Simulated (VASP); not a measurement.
Set up this calculation in VASP 6.6.1, as the native input.

- Task: G0W0 quasiparticle levels
- Functional: LDA
- Potentials or basis: VASP PAW LDA potentials, release 64 (Cd_GW, S_GW)
- Cutoff: 500 eV
- k mesh: 4 × 4 × 4
- Occupations: gaussian, width 0.01 eV
- Spin: no spin polarisation
- Ladder: free
- GW scheme: G0W0
- GW iterations: 1
- Cutoff of the response function: 200
- Frequency points: 50
- Empty bands: 318
- Further INCAR settings: ALGO = EVGW0; EDIFF = 1e-08; NBANDS = 327

CdS (Hawleyite):

```
CELL_PARAMETERS angstrom
0.00000 2.91650 2.91650
2.91650 0.00000 2.91650
2.91650 2.91650 0.00000
ATOMIC_POSITIONS crystal
Cd 0.00000 0.00000 0.00000
S 0.75000 0.75000 0.75000
```

These files were run (other wordings do the same):

POSCAR

```
CdS
1.0
    0.0000000000      2.9165000000      2.9165000000
    2.9165000000      0.0000000000      2.9165000000
    2.9165000000      2.9165000000      0.0000000000
Cd S
1 1
Direct
    0.0000000000      0.0000000000      0.0000000000
    0.7500000000      0.7500000000      0.7500000000
```

INCAR.step1

```
SYSTEM = CdS
  PREC = Accurate
  ENCUT = 500
  EDIFF = 1E-8
  ISMEAR = 0
  SIGMA = 0.01
  LREAL = .False.
  LASPH = .True.
  NELM = 100
  ALGO = Fast
  LWAVE = .True.
  LCHARG = .False.
  GGA = CA
  KPAR = 4
```

INCAR.step2

```
SYSTEM = CdS
  PREC = Accurate
  ENCUT = 500
  EDIFF = 1E-8
  ISMEAR = 0
  SIGMA = 0.01
  LREAL = .False.
  LASPH = .True.
  NELM = 1
  ALGO = Exact
  LWAVE = .True.
  LCHARG = .False.
  GGA = CA
  NBANDS = 327
  LOPTICS = .True.
  ISTART = 1
  KPAR = 4
```

INCAR.step3

```
SYSTEM = CdS
  PREC = Accurate
  ENCUT = 500
  EDIFF = 1E-8
  ISMEAR = 0
  SIGMA = 0.01
  LREAL = .False.
  LASPH = .True.
  ALGO = EVGW0
  LWAVE = .False.
  LCHARG = .False.
  GGA = CA
  NELMGW = 1
  NBANDS = 327
  ENCUTGW = 200
  NOMEGA = 50
  PRECFOCK = Fast
  ISTART = 1
  NBANDSGW = 17
  KPAR = 4
```

KPOINTS

```
regular mesh
0
Gamma
  4 4 4
  0 0 0
```

Potentials or basis: VASP PAW LDA potentials, release 64 (Cd_GW, S_GW).

Command:

```bash
$ cat potpaw_LDA.64/Cd_GW/POTCAR potpaw_LDA.64/S_GW/POTCAR > POTCAR
$ cp INCAR.step1 INCAR
$ mpirun -np 4 vasp_std > vasp.out
$ cp INCAR.step2 INCAR
$ mpirun -np 4 vasp_std > vasp.out
$ cp INCAR.step3 INCAR
$ mpirun -np 4 vasp_std > vasp.out
```

Results of the run:

The band gap on the k mesh, mean-field level is 0.87 eV, direct, the quasiparticle gap is 1.84 eV and the least direct quasiparticle gap is 1.84 eV.

Caveat: the k mesh is coarse (spacing up to 0.47 Å⁻¹), so the values aren't converged; bands, screening cutoff and mesh are small and nothing is extrapolated, so the quasiparticle values aren't converged.

Run time: 100 s on 4 MPI ranks on Intel(R) Xeon(R) 6975P-C (Granite Rapids), with other jobs on the host, peak memory 0.74 GiB a rank.
